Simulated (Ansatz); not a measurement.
# VSi2N4 monolayer in a perpendicular field, part 3 of 3

Aim: how the VSi2N4 monolayer screens a field along its normal, and what the field does to its bands. A positive field points along +c.

Ansatz 0.2.0; plane-wave DFT, r2SCAN-D4, Ansatz PAW.

So far, gap along the path (eV): 0.669 in steps 3, 4, 5, 6 and 7.

## (8) Atoms held, field 0.3 V/Å

File input.yaml:

```yaml
crystal:
  lattice:
    - [2.8619603636, 0.0, 0.0]
    - [-1.4309801818, 2.4785303795, 0.0]
    - [0.0, 0.0, 24.8430150332]
  atoms:
    - { symbol: "N", position: [0.0, 0.0, 0.3622748683] }
    - { symbol: Si, position: [0.3333333333, 0.6666666667, 0.3831166044] }
    - { symbol: "N", position: [0.3333333333, 0.6666666667, 0.4532959951], spin: -0.06 }
    - { symbol: V, position: [0.0, 0.0, 0.5], spin: 0.81 }
    - { symbol: "N", position: [0.3333333333, 0.6666666667, 0.5467040049], spin: -0.06 }
    - { symbol: Si, position: [0.3333333333, 0.6666666667, 0.6168833956] }
    - { symbol: "N", position: [0.0, 0.0, 0.6377251317] }
magnetization:
  spin_polarized: true
kpoints:
  mp_grid: { grid: [18, 18, 1] }
  band_path:
    path: [[0, 0, 0], [0.5, 0, 0], [0.33333333, 0.33333333, 0], [0, 0, 0]]
    npoints: 16
hamiltonian:
  xc: r2scan
  dispersion: d4
scf:
  occupations: { method: fermi_dirac, width: 0.02585 }
  convergence: { dr2_threshold: 1.0e-10 }
efield:
  axis: 3
  dipole_correction: true
  ramp_position: 0.9331
  ramp_width: 0.1338
  amplitude: 0.3
output:
  dos: { projected: true, e_range: [-6, 5] }
  bader: true
  write_potential: true
  write_density: true
  volumetric_format: npy
  elf: true
```

Run with:

```console
ansatz run input.yaml --threads 4 --pin off --max-ram 6144MiB --backend cpu --events-out ev --progress --plain --runs-dir out
```

Numbers of over 12 decimals in the logs are rounded to 6 here.

Log:

```text
[...]
Crystal: 7 atoms, lattice volume = 176.223 Å³
Basis set: ecut = 500 eV, 4435 PW (Γ), exchange–correlation on 96×96×768 points (64 copies of the dense FFT grid, shifted against one another)
Bands: 28, of which v1, the nominal top of the filled ones, is band 21 counted from 1 (20 counted from 0)
Symmetry: 6 space group operations
[...]
--- Bader charges: 7 sites ---
  site symbol  charge [e]  shift [e]    m [muB]
     0      N     -2.3850     0.0102     0.0028
     1     Si      3.1845     0.0134     0.0035
     2      N     -1.7361     0.0027    -0.0118
     3      V      1.8523     0.0011     1.0117
     4      N     -1.7277     0.0027    -0.0129
     5     Si      3.1854     0.0134     0.0036
     6      N     -2.3734     0.0102     0.0030
  estimated error of the sums over rays = 5.7e-4 e
[key lines of the parts left out:]
SCF converged after 21 iterations
Magnetization: 1.0000 μB (21.0000 up, 20.0000 down)
Free energy (F): -5743.007333 eV
Fermi energy:    1.022667 eV
Dipole field:    D = 0.092781 V/Å  (p = 0.090357 e·Å, saw-weighted, corrected)
```

The job ended after 71 s (4 threads of Arm Neoverse V2, shared host; peak memory 1.2 GiB).

The dipole is 0.0904 e·Å, and the gap 0.669 eV.

## (9) Response, atoms held

This step: plane-wave DFT, r2SCAN-D4, Ansatz PAW; response to a field along the normal, atoms held (Ansatz 0.2.0).

The dipoles give the slope, and the difference of two potentials shows where the field is screened.

This step gave:

```
equivalent conductor thickness p/(ε₀AE) : 7.682 Å
distance between the outer atoms        : 6.843 Å
```

Dipole of the cell against applied field:

| applied field (V/Å) | dipole of the cell (e·Å) |
| --- | --- |
| -0.050 | -0.0151 |
| 0.000 | 0 |
| 0.050 | 0.0151 |
| 0.100 | 0.0301 |
| 0.200 | 0.0602 |
| 0.300 | 0.0904 |

The total moment stays at 1 μB for applied field from -0.05 to 0.3 V/Å.

Local field over the applied field, running mean. From the potentials at -0.05 and 0.05 V/Å; running mean over 2.5 Å. Table of local field over applied field by z:

z (Å), local field over applied field and a bar:
```
      4.5      1.000 ##############################
      5.0      0.999 ##############################
      5.5      0.996 ##############################
      6.0      0.985 ##############################
      6.5      0.952 ############################
      7.0      0.871 ##########################
      7.5      0.729 #####################
      8.0      0.564 ################
      8.5      0.402 ###########
      9.0      0.288 #######
      9.5      0.214 #####
     10.0      0.181 ####
     10.5      0.157 ###
     11.0      0.140 ###
     11.5      0.103 ##
     12.0      0.065 
     12.5      0.053 
     13.0      0.076 #
     13.5      0.116 ##
     14.0      0.146 ###
     14.5      0.164 ####
     15.0      0.188 ####
     15.5      0.232 ######
     16.0      0.319 ########
     16.5      0.449 #############
     17.0      0.617 ##################
     17.5      0.778 #######################
     18.0      0.903 ###########################
     18.5      0.966 #############################
     19.0      0.990 ##############################
     19.5      0.997 ##############################
     20.0      0.999 ##############################
     20.5      1.000 ##############################
```

The induced electron density oscillates, so the rows of the table below give means over windows of 1 Å about each position, cut where the curve ends. Its maxima inside the range that stand out by 2 % of the span (Å: e/Å³ per V/Å): 8.2: 0.00387, 9.2: 0.00127, 10.5: 0.00153, 11.3: 0.00162, 12.9: 8.3e-4, 13.8: -4.0e-4, 15.1: 0.00223, 15.9: -4.7e-4. Its minima: 8.9: 4.7e-4, 9.7: -0.00223, 11.0: 4.0e-4, 11.9: -8.3e-4, 13.6: -0.00162, 14.4: -0.00153, 15.7: -0.00127, 16.7: -0.00387.

Electrons, planar mean, per unit field. Induced electron density against z; means over each step:

z (Å), induced electron density (e/Å³ per V/Å) and a bar from the least value:
```
        5    0.00001 ##############
        6    0.00008 ###############
        7    0.00079 ##################
        8    0.00314 ##############################
        9    0.00084 ###################
       10   -0.00055 ############
       11    0.00108 ####################
       12   -0.00031 #############
       13    0.00011 ###############
       14   -0.00110 #########
       15    0.00084 ###################
       16   -0.00142 #######
       17   -0.00289 
       18   -0.00057 ############
       19   -0.00005 ##############
       20    0.00000 ##############
```

By hand: between -0.05 and 0.05 V/Å the dipole changes by 0.03011 e·Å, a slope of 0.3011 e·Å²/V. A perfect conductor of thickness t has p = ε₀AEt, so t = 180.95 × 0.3011 / 7.093 = 7.68 Å (e/ε₀ = 180.95 V·Å, A in Å²).

The induced dipole is that of a conductor 7.68 Å thick.

## (10) Varying the input: scf.lower_state_search = "off"

This step: plane-wave DFT, r2SCAN-D4, Ansatz PAW (Ansatz 0.2.0).

A run with a changed input: it repeats the earlier run at 0.05 V/Å with scf.lower_state_search to off.

input.yaml, as its differences from that of step 8:

```diff
@@ -26,2 +26,3 @@
   convergence: { dr2_threshold: 1.0e-10 }
+  lower_state_search: "off"
 efield:
@@ -29,8 +30,6 @@
   dipole_correction: true
-  ramp_position: 0.9331
-  ramp_width: 0.1338
-  amplitude: 0.3
+  ramp_position: 0.97
+  ramp_width: 0.06
+  amplitude: 0.05
 output:
-  dos: { projected: true, e_range: [-6, 5] }
-  bader: true
   write_potential: true
@@ -38,2 +37 @@
   volumetric_format: npy
-  elf: true
```

Log:

```text
[...]
Crystal: 7 atoms, lattice volume = 176.223 Å³
Basis set: ecut = 500 eV, 4435 PW (Γ), exchange–correlation on 96×96×768 points (64 copies of the dense FFT grid, shifted against one another)
Bands: 28, of which v1, the nominal top of the filled ones, is band 21 counted from 1 (20 counted from 0)
Symmetry: 6 space group operations
k-points: 37 of 324 (time reversal used)
[...]
Starting moments: Σ|m| = 0.93 μB on 3 of 7 sites
[...]
SCF iter   1: F=-5724.743648 eV  HF=-5749.952959 eV  |F-HF|=2.52e1  |Δ(HF+E_count)|=         —  Δρ=6.78e-2 (↑6.78e-2 ↓6.28e-2)  dr2=3.28e1  dr2_τ=7.91e-1  dr2_m=6.55e-2  M=0.765 μB ∫|m|=0.839 μB  β_m=0.30  ethr=3.10e-3  p=0.000 e·Å  D=7.15e-14 V/Å  ΔV_dip=-0.00 eV  dr2_dipole=1.69e-3  V_vac-E_F(+/−)=8.76/7.63 eV  ⟨swp⟩=11.3  Hψ=14389  notcnv=0
[...]
SCF iter   5: F=-5742.990814 eV  HF=-5742.961213 eV  |F-HF|=2.96e-2  |Δ(HF+E_count)|=   5.08e-2  Δρ=1.28e-3 (↑1.21e-3 ↓1.28e-3)  dr2=3.59e-3  dr2_τ=5.03e-4  dr2_m=5.34e-4  M=1.000 μB ∫|m|=1.228 μB  β_m=1.20  ethr=4.56e-4  p=0.015 e·Å  D=1.57e-2 V/Å  ΔV_dip=-0.39 eV  dr2_dipole=1.26e-6  V_vac-E_F(+/−)=5.78/5.03 eV  ⟨swp⟩=3.0  Hψ=4110  notcnv=0  defer=145
[...]
spin-set hold released at iteration 5 (site moments contracting): the magnetisation degrees of freedom join the quasi-Newton model from the next iteration; the mixer history was flushed
SCF iter   6: F=-5742.992561 eV  HF=-5742.974605 eV  |F-HF|=1.80e-2  |Δ(HF+E_count)|=   1.34e-2  Δρ=8.45e-4 (↑8.45e-4 ↓7.17e-4)  dr2=1.68e-3  dr2_τ=5.40e-5  dr2_m=9.40e-5  M=1.000 μB ∫|m|=1.249 μB  β_m=1.20  ethr=8.77e-6  p=0.015 e·Å  D=1.54e-2 V/Å  ΔV_dip=-0.38 eV  dr2_dipole=1.22e-7  V_vac-E_F(+/−)=5.80/5.04 eV  ⟨swp⟩=3.3  Hψ=5029  notcnv=0  defer=144  κ⁻¹=1.0e0(r=1)
[...]
SCF iter  21: F=-5742.994157 eV  HF=-5742.994157 eV  |F-HF|=1.09e-11  |Δ(HF+E_count)|=  3.09e-11  Δρ=3.90e-8 (↑1.90e-8 ↓3.90e-8)  dr2=7.54e-12  dr2_τ=1.03e-13  dr2_m=1.09e-12  M=1.000 μB ∫|m|=1.288 μB  ethr=1.00e-12  p=0.015 e·Å  D=1.55e-2 V/Å  ΔV_dip=-0.38 eV  dr2_dipole=1.30e-12  V_vac-E_F(+/−)=5.80/5.05 eV  ⟨swp⟩=2.6  Hψ=5010  notcnv=0
SCF 1 converged in 21 iterations: F = -5742.994157 eV  dr2 = 7.54e-12
[...]
SCF converged after 21 iterations
[...]
Magnetization: 1.0000 μB (21.0000 up, 20.0000 down)
Absolute magnetization: 1.2887 μB (∫|ρ↑−ρ↓|, with the PAW one-centre terms)
[...]
Per-site moments (μB) at R_I (Å): [(0.000581276, 0.714276), (0.00301477, 0.714276), (-0.058311, 0.719180), (0.808696, 0.832851), (-0.058415, 0.719180), (0.00302425, 0.714276), (0.000614694, 0.714276)]
Free energy (F): -5742.994157 eV
[...]
Internal energy: -5742.994157 eV  (E = F + TS)
E sigma→0 (E₀):  -5742.994157 eV
Entropy (-TS):   -0.000000 eV (-0.000 meV/atom)
Fermi energy:    1.024180 eV
Dipole field:    D = 0.015459 V/Å  (p = 0.015055 e·Å, saw-weighted, corrected)
Work function:   not extracted (applied field tilts the vacuum); planar V_es + V_field profile in the machine report
[...]
--- Band table (eV; the first three rows and the last of 74) ---
  k-point 0 ↑: bands = [... 17 lower, -1.1457, -1.1080, -1.1080, 0.7077, 3.6085, 3.6085, 3.6264, 3.6264, ... 3 higher]
  k-point 1 ↑: bands = [... 17 lower, -1.3015, -1.1690, -0.9817, 0.6756, 3.5262, 3.5719, 3.5814, 3.6916, ... 3 higher]
  k-point 2 ↑: bands = [... 17 lower, -1.5021, -1.3358, -0.9336, 0.5528, 3.3589, 3.4661, 3.5200, 3.8679, ... 3 higher]
  k-point 36 ↓: bands = [... 17 lower, -2.9923, -1.3116, -0.6608, 1.6601, 3.5893, 4.2617, 4.6350, 5.1573, ... 3 higher]
```

Wall time 58 s (4 threads); peak memory 1.1 GiB; 3.8 min of CPU time.

This step gave:

| Quantity | Value |
| --- | --- |
| site moments | 5.81e-4, 0.003015, -0.05831, 0.8087, -0.05842, 0.003024, 6.15e-4 μB |
| dipole along the normal | 0.01506 e·Å |
| gap along the path | 0.6695 eV |
| gap, the smaller of path and mesh | 0.6695 eV |

Deep bands are left out, so band numbers here count from the lowest band kept and differ from the log's. The electronic bands at the labelled points (eV, zero at the Fermi level of the run, which the smearing sets inside the gap; # counts the bands kept):

| point | up #11 | up #12 | up #13 | up #14 | down #9 | down #10 | down #11 | down #12 |
| --- | --- | --- | --- | --- | --- | --- | --- | --- |
| Γ | -2.13 | -0.32 | 2.58 | 2.58 | -2.19 | -2.04 | -2.04 | 1.64 |
| halfway | -2.27 | -1.08 | 1.94 | 1.98 | -2.89 | -2.68 | -2.27 | 0.71 |
| M | -2.09 | -1.19 | 1.33 | 1.41 | -2.83 | -2.69 | -2.12 | 0.40 |
| halfway | -2.05 | -0.97 | 0.86 | 1.94 | -3.35 | -2.41 | -2.06 | 0.49 |
| K | -1.65 | -0.63 | 0.35 | 2.39 | -4.02 | -2.34 | -1.69 | 0.64 |
| halfway | -2.37 | -1.20 | 1.77 | 1.93 | -2.71 | -2.52 | -2.38 | 0.55 |
| Γ | -2.13 | -0.32 | 2.58 | 2.58 | -2.19 | -2.04 | -2.04 | 1.64 |

| quantity | this run | earlier run | difference |
| --- | --- | --- | --- |
| dipole along the normal (e·Å) | 0.01506 | 0.01506 | -1.3e-6 |
| gap along the path (eV) | 0.6695 | 0.6695 | 0 |
| total moment (μB) | 1.0000 | 1.0000 | -3.3e-13 |

Nothing in the table moves by 0.01 in its unit (for the dipole 0.5 % and 5e-5 e·Å). The run took 21 SCF cycles against 20.

No band crosses the Fermi level on this path.

## (11) Varying the input

An input spoilt on purpose, to show how the run answers: it repeats the earlier run at 0.05 V/Å with crystal.lattice to [[5.4083212, 0.0, 0.0], [-2.7041606, 4.68374355, 0.0], [0.0, 0.0, 46.94649391]], and scf.max_iter set to 100.

The cell differs from the one that the last finished run ended in (a 2.862 → 5.408 Å, b 2.862 → 5.408 Å, c 24.843 → 46.946 Å).

input.yaml, as its differences from that of step 10:

```diff
@@ -2,5 +2,5 @@
   lattice:
-    - [2.8619603636, 0.0, 0.0]
-    - [-1.4309801818, 2.4785303795, 0.0]
-    - [0.0, 0.0, 24.8430150332]
+    - [5.4083212, 0.0, 0.0]
+    - [-2.7041606, 4.68374355, 0.0]
+    - [0.0, 0.0, 46.94649391]
   atoms:
@@ -26,3 +26,3 @@
   convergence: { dr2_threshold: 1.0e-10 }
-  lower_state_search: "off"
+  max_iter: 100
 efield:
```

Log:

```text
Engine: ansatz 0.2.0, aarch64-unknown-linux-gnu
Pseudopotentials: kind: paw
Pseudopotential: N, paw, valence charge 5, recommended cutoff 500 eV (meta_gga), N.paw.azcp
Pseudopotential: Si, paw, valence charge 4, recommended cutoff 500 eV (meta_gga), Si.paw.azcp
Pseudopotential: V, paw, valence charge 13, recommended cutoff 500 eV (meta_gga), V.paw.azcp
Functional definition: r2SCAN
  parameter k0 = 0.174
  parameter k1 = 0.065
  parameter a1 = 4.9479
  exchange = r2scan_x(k0 = k0, k1 = k1, a1 = a1)
  correlation = r2scan_c
Crystal: 7 atoms, lattice volume = 1189.211 Å³
Basis set: ecut = 500 eV, 29991 PW (Γ), exchange–correlation on 160×160×1440 points (64 copies of the dense FFT grid, shifted against one another)
Bands: 28, of which v1, the nominal top of the filled ones, is band 21 counted from 1 (20 counted from 0)
Symmetry: 6 space group operations
k-points: 37 of 324 (time reversal used)
Non-local potential: N, projectors of the file, l = 0: 2, l = 1: 2, l = 2: 1
Non-local potential: Si, projectors of the file, l = 0: 2, l = 1: 2, l = 2: 2
Non-local potential: V, projectors of the file, l = 0: 3, l = 1: 2, l = 2: 3, l = 3: 1
PAW form: soft (Blöchl's): semilocal exchange-correlation on the pseudo side does not see the compensation charge
PAW frozen core: N, regenerated for the run's functional (the file was generated under x = pbe(κ = 0.804, μ = 0.219515), c = pbe(β = 0.066725))
PAW frozen core: Si, regenerated for the run's functional (the file was generated under x = pbe(κ = 0.804, μ = 0.219515), c = pbe(β = 0.066725))
PAW frozen core: V, regenerated for the run's functional (the file was generated under x = pbe(κ = 0.804, μ = 0.219515), c = pbe(β = 0.066725))
PAW one-centre angular grid: N, 302 points (default); XC on 160 Gauss nodes
PAW one-centre angular grid: Si, 302 points (default); XC on 160 Gauss nodes
PAW one-centre angular grid: V, 590 points (default); XC on 160 Gauss nodes
Starting moments: Σ|m| = 0.93 μB on 3 of 7 sites
Initial wavefunctions: pseudopotential atomic-orbital guess
Functional: x = r2scan, c = r2scan; τ floored in thin density (d = 2e-4 eV/Å³)
SCF iter   1: F=—  HF=-5700.886208 eV  |F-HF|=—  |Δ(HF+E_count)|=         —  Δρ=3.30e-2 (↑3.01e-2 ↓3.30e-2)  dr2=1.38e2  dr2_τ=8.97e-1  dr2_m=2.58e0  M=0.226 μB ∫|m|=4.181 μB  β_m=0.44  ethr=3.10e-3  p=-0.000 e·Å  D=-1.05e-8 V/Å  ΔV_dip=0.00 eV  dr2_dipole=3.91e-2  V_vac-E_F(+/−)=7.81/5.95 eV  ⟨swp⟩=4.1  Hψ=7365  notcnv=0
Mixer restart at iter 1: flushing history
[...]
SCF iter   8: F=—  HF=-5700.365043 eV  |F-HF|=—  |Δ(HF+E_count)|=   1.88e-1  Δρ=1.24e-2 (↑1.24e-2 ↓1.20e-2)  dr2=1.69e1  dr2_τ=1.11e-1  dr2_m=1.20e0  M=0.515 μB ∫|m|=11.071 μB  β_m=0.30  ethr=1.22e-4  p=0.016 e·Å  D=2.44e-3 V/Å  ΔV_dip=-0.11 eV  dr2_dipole=5.43e0  V_vac-E_F(+/−)=7.38/5.64 eV  ⟨swp⟩=7.9  Hψ=8348  notcnv=0  defer=101  κ⁻¹=1.5e-4(r=5)
SCF iter   9: F=—  HF=-5700.938619 eV  |F-HF|=—  |Δ(HF+E_count)|=   5.74e-1  Δρ=1.38e-2 (↑1.38e-2 ↓8.28e-3)  dr2=1.09e1  dr2_τ=6.11e-2  dr2_m=1.13e0  M=-0.362 μB ∫|m|=11.686 μB  β_m=0.30  ethr=1.22e-4  p=0.162 e·Å  D=2.47e-2 V/Å  ΔV_dip=-1.16 eV  dr2_dipole=3.39e0  V_vac-E_F(+/−)=6.85/6.15 eV  ⟨swp⟩=6.9  Hψ=7138  notcnv=0  defer=95  κ⁻¹=8.9e-5(r=6)
[...]
SCF iter  26: F=—  HF=-5704.317463 eV  |F-HF|=—  |Δ(HF+E_count)|=   2.39e-7  Δρ=2.82e-6 (↑2.82e-6 ↓1.90e-6)  dr2=2.82e-7  dr2_τ=4.77e-9  dr2_m=1.24e-8  M=-0.845 μB ∫|m|=17.678 μB  β_m=1.00  ethr=1.35e-9  p=0.136 e·Å  D=2.06e-2 V/Å  ΔV_dip=-0.97 eV  dr2_dipole=9.70e-9  V_vac-E_F(+/−)=6.01/5.12 eV  ⟨swp⟩=2.5  Hψ=3256  notcnv=0  defer=114  κ⁻¹=2.9e-5(r=8)
SCF iter  27: F=—  HF=-5704.317463 eV  |F-HF|=—  |Δ(HF+E_count)|=   3.04e-7  Δρ=1.57e-6 (↑1.57e-6 ↓1.33e-6)  dr2=1.13e-7  dr2_τ=2.06e-9  dr2_m=4.55e-9  M=-0.844 μB ∫|m|=17.678 μB  β_m=1.00  ethr=6.88e-10  p=0.136 e·Å  D=2.06e-2 V/Å  ΔV_dip=-0.97 eV  dr2_dipole=1.11e-8  V_vac-E_F(+/−)=6.01/5.12 eV  ⟨swp⟩=2.5  Hψ=2804  notcnv=0  defer=114  κ⁻¹=1.1e-4(r=8)
[...]
SCF iter  31: F=—  HF=-5704.317463 eV  |F-HF|=—  |Δ(HF+E_count)|=   2.64e-9  Δρ=1.29e-7 (↑1.09e-7 ↓1.29e-7)  dr2=6.57e-10  dr2_τ=9.41e-12  dr2_m=3.04e-11  M=-0.845 μB ∫|m|=17.678 μB  β_m=1.00  ethr=6.05e-12  p=0.136 e·Å  D=2.06e-2 V/Å  ΔV_dip=-0.97 eV  dr2_dipole=5.27e-11  V_vac-E_F(+/−)=6.01/5.12 eV  ⟨swp⟩=2.6  Hψ=3415  notcnv=0  defer=114  κ⁻¹=3.6e-6(r=8)
SCF iter  32: F=—  HF=-5704.317463 eV  |F-HF|=—  |Δ(HF+E_count)|=  9.81e-10  Δρ=6.65e-8 (↑6.65e-8 ↓4.47e-8)  dr2=2.15e-10  dr2_τ=1.75e-12  dr2_m=1.28e-11  M=-0.845 μB ∫|m|=17.678 μB  β_m=1.00  ethr=1.60e-12  p=0.136 e·Å  D=2.06e-2 V/Å  ΔV_dip=-0.97 eV  dr2_dipole=1.73e-11  V_vac-E_F(+/−)=6.01/5.12 eV  ⟨swp⟩=2.5  Hψ=3455  notcnv=0  defer=114  κ⁻¹=7.6e-5(r=8)
SCF iter  33: F=—  HF=-5704.317463 eV  |F-HF|=—  |Δ(HF+E_count)|=  1.74e-10  Δρ=3.85e-8 (↑3.85e-8 ↓2.35e-8)  dr2=4.91e-11  dr2_τ=6.28e-13  dr2_m=3.16e-12  M=-0.845 μB ∫|m|=17.678 μB  β_m=1.00  ethr=1.00e-12  p=0.136 e·Å  D=2.06e-2 V/Å  ΔV_dip=-0.97 eV  dr2_dipole=4.43e-12  V_vac-E_F(+/−)=6.01/5.12 eV  ⟨swp⟩=2.0  Hψ=2545  notcnv=0  defer=114  κ⁻¹=5.2e-5(r=8)
SCF iter  34: F=—  HF=-5704.317463 eV  |F-HF|=—  |Δ(HF+E_count)|=  1.27e-11  Δρ=2.54e-8 (↑2.54e-8 ↓1.68e-8)  dr2=2.00e-11  dr2_τ=2.50e-13  dr2_m=7.45e-13  M=-0.845 μB ∫|m|=17.678 μB  β_m=1.00  ethr=1.00e-12  p=0.136 e·Å  D=2.06e-2 V/Å  ΔV_dip=-0.97 eV  dr2_dipole=2.91e-15  V_vac-E_F(+/−)=6.01/5.12 eV  ⟨swp⟩=1.5  Hψ=2109  notcnv=0  defer=114  κ⁻¹=1.5e-5(r=8)
SCF iter  35: F=-5704.317463 eV  HF=-5704.317463 eV  |F-HF|=6.46e-11  |Δ(HF+E_count)|=  1.82e-11  Δρ=1.96e-8 (↑1.96e-8 ↓1.31e-8)  dr2=4.39e-11  dr2_τ=1.57e-13  dr2_m=1.03e-12  M=-0.845 μB ∫|m|=17.678 μB  ethr=1.00e-12  p=0.136 e·Å  D=2.06e-2 V/Å  ΔV_dip=-0.97 eV  dr2_dipole=1.15e-11  V_vac-E_F(+/−)=6.01/5.12 eV  ⟨swp⟩=13.9  Hψ=9141  notcnv=0
SCF 1 converged in 35 iterations: F = -5704.317463 eV  dr2 = 4.39e-11
[...]
Symmetry: 2 space group operations
k-points: 91 of 324 (time reversal used)
[...]
Starting moments: Σ|m| = 0.93 μB on 3 of 7 sites; this step starts from the density that it was given
```

It took 10 min on 4 threads; peak memory 5 GiB.

The run was cut off at the time limit after its SCF cycle had converged; no result of it is taken.

The fault put into the input: a lattice typed in bohr.

## (12) Results

```json
{
 "gap without field": "0.669 eV",
 "ionisation energy, upper face": "5.76 eV",
 "electron affinity, upper face": "5.09 eV",
 "equivalent conductor thickness, atoms held": "7.68 Å"
}
```

What this shows: The induced dipole equals that of a perfect conductor 7.68 Å thick, while the outer atoms lie 6.84 Å apart; an out-of-plane ε follows only once a thickness t is chosen, by 1 − 1/ε = 7.68 Å / t. The gap stays within 0.01 eV of 0.67 eV over the fields run, up to 0.3 V/Å in size. Semilocal functionals give gaps that are too small, and excitons are not included. The magnetic order is the one reached from the typed start; other orders were not compared. The outer anions sit over the metal atoms, one of several polytypes of such layers and not the lowest for every compound.

[Logs are printed without paths, hosts, clocks, repeated set-up lines and the standing remarks that a program may print on its own settings, such as how far it seeks lower states.]

[Hosts, paths, dates, database ids (printed as entryN), source tags and the programs' standing remarks are cut or masked in the printed files.]

[Maps of the electrostatic potential energy from Ansatz leave out the sawtooth potential of an applied field or a dipole correction, so their vacuum need not be flat; planar profiles and work functions include it.]
